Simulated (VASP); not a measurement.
Set up this calculation in VASP 6.6.1, as the native input.

- Task: relaxation of the atoms
- Functional: PBEsol
- Potentials or basis: VASP PAW PBE potentials, release 64 (Na_pv, I)
- Cutoff: 600 eV
- k mesh: 8 × 8 × 8
- Occupations: gaussian, width 0.03 eV
- Spin: no spin polarisation
- Further INCAR settings: ALGO = Normal; EDIFF = 1e-07; IBRION = 2; EDIFFG = -0.01; NSW = 40

The structure of NaI lies in POSCAR:

```
NaI                                     
1.0
    0.0000000000      3.2467223267      3.2467223267
    3.2467223267      0.0000000000      3.2467223267
    3.2467223267      3.2467223267      0.0000000000
  Na              I             
     1     1
Direct
     1.0000000000000000    1.0000000000000000    0.0000000000000000
     0.5000000000000000    0.5000000000000000    0.5000000000000000
```

The cell isn't the ideal one: a relaxed cell with its volume scaled by 1.04.

These files were run (other wordings do the same):

INCAR

```
SYSTEM = NaI
  ALGO = Normal
  EDIFF = 1E-7
  EDIFFG = -0.01
  ENCUT = 600
  GGA = PS
  IBRION = 2
  ISIF = 2
  ISMEAR = 0
  LASPH = .TRUE.
  LCHARG = .FALSE.
  LREAL = .FALSE.
  LWAVE = .FALSE.
  NELM = 80
  NSW = 40
  PREC = Accurate
  SIGMA = 0.03
```

KPOINTS

```
k-points
0
G
  8 8 8
  0 0 0
```

Potentials or basis: VASP PAW PBE potentials, release 64 (Na_pv, I).

The run is started by

```console
$ cat potpaw_PBE.64/Na_pv/POTCAR potpaw_PBE.64/I/POTCAR > POTCAR
$ mpirun -np 1 vasp_std > vasp.out
```

It gave:

```
Pressure after relaxing : -0.6 GPa
Band gap on the k mesh  : 3.48 eV, direct
```

Caveat: the relaxation stopped at its first step, so nothing moved; the PAW data sets were made with another functional, which shifts forces and pressure a little; spin-orbit coupling is left out, which moves the levels of the heavy elements.

Wall time 16 s on 1 thread of AMD EPYC 9R45 (Zen 5), with other jobs on the host, peak memory 0.21 GiB.
